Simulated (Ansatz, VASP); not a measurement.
# One calculation of WC (Qusongite), two programs

```
W C
1.0
     2.92575    0.00000    0.00000
    -1.46287    2.53377    0.00000
     0.00000    0.00000    2.85539
W C
1 1
Direct
  0.00000 0.00000 0.00000
  0.66667 0.33333 0.50000
```

Change from the starting cell: volume scaled by 1.02.

Alike in both runs: task single point; functional LDA; k mesh 10 × 10 × 9; occupations fermi-dirac, width 0.05 eV; no spin polarisation.

```csv
,VASP,Ansatz
version,VASP 6.6.1,Ansatz 0.2.0
potentials or method,"VASP PAW LDA potentials, release 64 (W_sv, C), cutoff 520 eV","all-electron LAPW, scalar-relativistic"
```

Ansatz gave:

| Property | Result |
| --- | --- |
| gap on the k mesh at the Fermi level (eV) | none |
| pressure (GPa) | -17.0 |
| largest component of the traceless stress (GPa) | 2.51 |

Task: What did VASP give for the same quantities?

Result: gap on the k mesh at the Fermi level (eV): none; pressure (GPa): -14.8; largest component of the traceless stress (GPa): 2.20.

A gap of «none» marks a metal or a gap that the smearing closes. Ansatz ran all-electron here, so the differences hold the error of VASP's frozen core and of both bases.

Spin-orbit coupling is left out, which matters for the levels of W.
